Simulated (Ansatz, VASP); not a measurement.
## One calculation of AlPt, two programs

File POSCAR:

```
AlPt
1.0
    3.1718815788      0.0000000000      0.0000000000
    0.0000000000      3.1718815788      0.0000000000
    0.0000000000      0.0000000000      3.1718815788
Al Pt
1 1
Direct
    0.0000000000      0.0000000000      0.0000000000
    0.5000000000      0.5000000000      0.5000000000
```

INCAR.step1

```
SYSTEM = AlPt
PREC = Accurate
ENCUT = 520
ISMEAR = 1
SIGMA = 0.05
LREAL = .FALSE.
LASPH = .TRUE.
NELM = 80
NBANDS = 14
GGA = PE
ALGO = Normal
EDIFF = 1E-4
LWAVE = .TRUE.
LCHARG = .FALSE.
```

The input INCAR.step2:

```
SYSTEM = AlPt
PREC = Accurate
ENCUT = 520
EDIFF = 1E-7
ISMEAR = 1
SIGMA = 0.05
LREAL = .FALSE.
LASPH = .TRUE.
NELM = 80
ALGO = Normal
ISIF = 2
LWAVE = .FALSE.
LCHARG = .FALSE.
METAGGA = R2SCAN
LMIXTAU = .TRUE.
NBANDS = 14
ISTART = 1
```

KPOINTS

```
Automatic mesh
0
G
  11 11 11
  0 0 0
```

Input for Ansatz:

```yaml
crystal:
  lattice:
    - [3.1718815788267336, 0.0, 0.0]
    - [0.0, 3.1718815788267336, 0.0]
    - [0.0, 0.0, 3.1718815788267336]
  atoms:
    - { symbol: Al, position: [0.0, 0.0, 0.0] }
    - { symbol: Pt, position: [0.5, 0.5, 0.5] }
basis:
  ecutwfc: 612.25619053473
kpoints:
  mp_grid:
    grid: [11, 11, 11]
hamiltonian:
  xc: r2scan
  pseudopotentials:
    kind: paw
scf:
  occupations:
    method: cold
    width: 0.05
output:
  stress: true
```

Measurements of this composition are mostly on another form, of space group No. 198.

Alike in both runs: task single point; functional r2SCAN; k mesh 11 × 11 × 11; no spin polarisation.

|  | VASP | Ansatz |
| --- | --- | --- |
| version | VASP 6.6.1 | Ansatz 0.2.0 |
| potentials or method | VASP PAW PBE potentials, release 64 (Al, Pt) | plane waves, PAW |
| plane-wave cutoff (eV) | 520 | 612 |
| occupations | methfessel-paxton of order 1, width 0.05 eV | cold, width 0.05 eV |
| valence electrons in the cell | 13 | 21 |

|  | VASP | Ansatz | Ansatz less VASP |
| --- | --- | --- | --- |
| pressure (GPa) | -16.6 | -16.4 | +0.25 |

The two sets of potentials don't hold the same shells in valence.

Caveats: so large a pressure means that the cell lies far from this level's equilibrium, or that cutoff or potentials fall short (VASP); the potentials were made for another functional, which shifts forces and pressure (VASP). The runs have no spin-orbit coupling, so splittings on Pt are missing.
